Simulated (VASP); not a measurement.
The system is Fe.

```
CELL_PARAMETERS angstrom
-1.44300 1.44300 1.44300
1.44300 -1.44300 1.44300
1.44300 1.44300 -1.44300
ATOMIC_POSITIONS crystal
Fe 0.00000 0.00000 0.00000
```

```yaml
Program: VASP 6.6.1
Task: relaxation of cell and atoms
Functional: PBEsol
Potentials_or_basis: VASP PAW PBE potentials, release 64 (Fe)
Cutoff: 600 eV
k_mesh: 13 × 13 × 13
Occupations: fermi-dirac, width 0.05 eV
Spin: collinear spin, ferromagnetic start
Starting_moments: "[3.0] μB"
```

At the start: pressure -17.7 GPa; volume 12.02 Å³/atom.

How do energy, volume and symmetry change on relaxing?

Over 6 steps the energy falls by 78.5 meV/atom and the volume is 10.79 Å³/atom (-10.2 %); space group Im-3m (No. 229, to 0.05 Å); moment 2.07 μB per cell.

Step by step:
| step | energy change (eV) | largest force (eV/Å) | pressure (GPa) | volume (Å³) |
| --- | --- | --- | --- | --- |
| 1 | 0.0000 | 0.0000 | -17.70 | 12.02 |
| 2 | -0.0091 | 0.0000 | 26.41 | 9.85 |
| 3 | -0.0785 | 0.0000 | -0.16 | 10.80 |
| 4 | -0.0785 | 0.0000 | 0.29 | 10.77 |
| 5 | -0.0785 | 0.0000 | -0.26 | 10.80 |
| 6 | -0.0785 | 0.0000 | 0.14 | 10.79 |

Final structure:
```cif
data_structure
_symmetry_space_group_name_H-M 'P 1'
_symmetry_Int_Tables_number 1
_cell_length_a 2.4110
_cell_length_b 2.4110
_cell_length_c 2.4110
_cell_angle_alpha 109.471
_cell_angle_beta 109.471
_cell_angle_gamma 109.471
_cell_volume 10.79
loop_
_atom_site_label
_atom_site_type_symbol
_atom_site_fract_x
_atom_site_fract_y
_atom_site_fract_z
_atom_site_occupancy
Fe1 Fe 0.00000 0.00000 0.00000 1
```

Caveat: the PAW data sets were made with another functional, which shifts forces and pressure a little; the volume moved by -10 % from the deposited cell, more than functionals usually miss.
